## When the energy settles before the pressure

A finer mesh of k-points should bring a calculation closer to its final answer, step by step. On this view each refinement removes part of the remaining error, and once the energy has settled, the pressure has settled too. Body-centred tantalum at a fixed volume breaks both halves of this expectation.

Plane-wave DFT with VASP 6.6.1, PBE functional and the Ta_pv PAW potential, for body-centred cubic Ta with one atom per cell at a fixed 18.01 Å³/atom. The k-point mesh is varied at a cutoff of 520 eV with first-order Methfessel–Paxton smearing of 0.1 eV, without spin polarisation or spin–orbit coupling; energies are extrapolated to zero smearing.

```
sweep value  energy less tightest (meV/atom)  pressure (GPa)  force miss (eV/Å)
      3,3,3                          -163.20           2.449              0.000
      4,4,4                           -90.36           3.279              0.000
      5,5,5                            76.02           7.088              0.000
      6,6,6                            86.66           6.082              0.000
      8,8,8                           -25.62           1.002              0.000
   10,10,10                             0.76           4.978              0.000
   13,13,13                             0.60           3.941              0.000
   15,15,15                             0.00           2.788              0.000
```

The sweep value gives the number of divisions $N$ along each of the three reciprocal axes, so a mesh holds $N^3$ points before symmetry reduces them. The energy less tightest is counted from the 15,15,15 mesh and is zero there by definition. A negative value means that the energy lies below that reference, not that it is better: mesh sampling obeys no variational principle, and a poor mesh can err in either direction.

### The rows that break the pattern

The first break lies in the middle of the energy column. From 3,3,3 to 5,5,5 the energy moves from far below the reference to 76 meV above it. The next mesh is slightly worse, at 87 meV. These two neighbours differ by only about 11 meV, so a user who stopped there would think the energy nearly settled while both values were far off.

The second break is a sudden improvement. The 8,8,8 mesh still misses the reference by 26 meV per atom, and the 10,10,10 mesh by less than 1 meV. The number of points has only about doubled, yet the miss has shrunk about 34-fold, a factor to be taken loosely, since the reference itself may be off by as much as this small remainder. Such a step is as irregular as the stall before it.

The third break appears when the two result columns are read together. The coarsest mesh has the worst energy of all, yet among the seven coarser meshes its pressure lies closest to that of the last one, a match that is best read as chance, since the last pressure has not itself settled. At 10,10,10 the situation is reversed: the energy agrees well, while the pressure is 2.2 GPa too high relative to 15,15,15. Good agreement in one quantity is therefore no sign of good agreement in the other.

### What a mesh does to a metal

In a metal, some bands are filled only in part of the space of k-points. The boundary between filled and empty states is the Fermi surface. A mesh replaces the sum over all filled states by a sum over a limited set of points, and it notices the boundary only where those points happen to lie. When the mesh is changed, some regions near the boundary are counted too heavily and others too lightly.

These errors carry a sign. Tantalum has more than one partly filled band, and its Fermi surface has several curved sheets. Each sheet contributes an error that swings between positive and negative as the mesh is refined, and the total is their sum. The contributions may add up on one mesh and nearly cancel on the next. This is the established cause of irregular k-point convergence in metals, and it fits the changes of sign in the energy column.

Smearing the occupations softens the boundary and so damps the swings. It works best where a band is flat. Where the band energy changes between neighbouring points by much more than the smearing width, the mesh still meets a fairly sharp edge. In an insulator there is no such edge, and the same refinement would give a much quicker and smoother approach.

### A smooth yardstick for the energy

Theory also gives the rate at which the swings should die away. A state that lies exactly at the Fermi level can be filled or emptied at no cost in energy, because the electron can be exchanged with another state at the same level. Counted from the Fermi level, the energy under the sum therefore goes to zero at the boundary without a jump; it has only a kink. For a sharp, curved Fermi surface in three dimensions, the envelope of the sampling error then falls roughly as one over the number of points.

Scaling the miss of the coarsest mesh by this rule gives a yardstick for the others:

$$|\Delta E(N)| \approx |\Delta E(3)|\left(\frac{3}{N}\right)^3 .$$

Here $\Delta E$ is the energy less tightest. The 3,3,3 row meets the rule by construction. For 6,6,6 the yardstick gives $163.2\times 27/216 = 20.4$ meV per atom, about a quarter of the computed miss.

The yardstick is too small for the meshes from 4,4,4 to 8,8,8 and too large for 10,10,10 and 13,13,13, as the printed output shows row by row. Its anchor is a very coarse mesh, for which a law meant for fine meshes is hardly valid, so only the large departures deserve attention. The ratios also move with the anchor: scaled from 6,6,6 instead, they would all be divided by 4.248, no row would exceed the rule, and the drop at 10,10,10 would stand out still more. The yardstick for the reference mesh itself, 1.3 meV, is larger than the misses at 10,10,10 and 13,13,13, so those two ratios say only that the misses are small. At 6,6,6 the errors of the different regions probably fail to cancel, though the table does not resolve them. At 10,10,10 the miss is about a sixth of the yardstick, which suggests that the energy curves of this mesh and the reference happen to lie close together at this volume.

### Why the pressure lags behind

The pressure tests that suggestion, because it is the negative slope of the energy with volume. Two meshes may give the same energy at one volume and still have different slopes. Their energies then agree where the curves cross and part on either side.

There is a physical reason for the pressure to be the more demanding quantity. Exchanging an electron between two states at the Fermi level costs no energy, but the two states may respond differently when the crystal is compressed. One may rise quickly and the other slowly, depending on how much s or d character each has. A mesh that fills the wrong one makes almost no error in the energy and a full-sized error in the pressure.

In the language of the previous section, the quantity summed for the pressure does not go to zero at the boundary. It jumps there, and a jump is harder to sample than a kink. For a sharp surface the envelope of the error should fall only as $1/N^2$, against $1/N^3$ for the energy. The table agrees with this order of events, since the energy settles first, but it has too few fine meshes to test the powers themselves.

The pressure difference can be turned into an energy that is easier to judge. If the volume per atom $V$ grows by 1%, the energy of the 10,10,10 mesh relative to the reference changes by

$$-0.01\,V\,\Delta P = -0.01\times\frac{18.01\times 2.190}{160.2}\ \text{eV} \approx -2.5\ \text{meV},$$

where $\Delta P$ is the pressure difference in GPa, $V$ is in Å³, and 160.2 converts their product to eV. The sub-meV difference at the tabulated volume would thus become about −1.7 meV after a 1% expansion and +3.2 meV after a 1% compression.

This is an estimate to first order. The pressure is the slope of the free energy at the chosen smearing, whereas the tabulated energies are extrapolated to zero smearing. The order of magnitude is still instructive. A small change of volume is enough to bring the difference back to a few meV, nearer to the 4.4 meV of the smooth yardstick. The close agreement at 10,10,10 is thus probably in part a matter of this volume and need not hold at the next. Only one volume was computed, and 13,13,13 agrees as closely with about half the pressure difference, so the table does not separate luck from real settling of the energy.

### Choosing a mesh

The right mesh depends on the quantity that is wanted. For the energy of this one cell, the three finest meshes agree within 1 meV per atom, and 10,10,10 is the cheapest of them. For a lattice constant, an elastic constant or a stress, that agreement is not enough. The pressure still falls by 1.2 GPa in the last refinement, so even the 15,15,15 value is a reference and not a converged result.

The force column offers no help in this choice. With one atom in the cell, symmetry makes the force zero on every mesh, however poor the sampling.

A sound rule is to follow the very quantity that will be used, over several successive meshes, until its changes stay below the required accuracy. For work at several volumes, that quantity is the pressure or the energy difference between the volumes, and the test for tantalum has to go beyond 15,15,15.

Numerical output:

```
Energy miss against the smooth yardstick:
       row  full mesh points  size of miss in meV per atom  yardstick in meV per atom  miss over yardstick
     3,3,3                27                         163.2                      163.2                    1
     4,4,4                64                         90.36                      68.85                1.312
     5,5,5               125                         76.02                      35.25                2.157
     6,6,6               216                         86.66                       20.4                4.248
     8,8,8               512                         25.62                      8.606                2.977
  10,10,10              1000                          0.76                      4.406               0.1725
  13,13,13              2197                           0.6                      2.006               0.2992
  15,15,15              3375                             0                      1.306                    0
Pressure less that of the last mesh:
       row  difference in GPa  energy difference change in meV per atom for 1 percent more volume
     3,3,3             -0.339                                                              0.3811
     4,4,4              0.491                                                             -0.5519
     5,5,5                4.3                                                              -4.834
     6,6,6              3.294                                                              -3.703
     8,8,8             -1.786                                                               2.008
  10,10,10               2.19                                                              -2.462
  13,13,13              1.153                                                              -1.296
  15,15,15                  0                                                                   0
Steps to a finer mesh at which the energy miss grows: 1
Mesh points at 6 over those at 4: 3.375
Energy miss at 4 over that at 6: 1.043
Mesh points at 10 over those at 8: 1.953
Energy miss at 8 over that at 10: 33.71
Energy spread of the last three meshes in meV per atom: 0.76
Pressure spread of the last three meshes in GPa: 2.19
Pressure change from 13 to 15 in GPa: -1.153
Estimated energy of mesh 10 less mesh 15 at 1 percent more volume in meV per atom: -1.702
Estimated energy of mesh 10 less mesh 15 at 1 percent less volume in meV per atom: 3.222
```
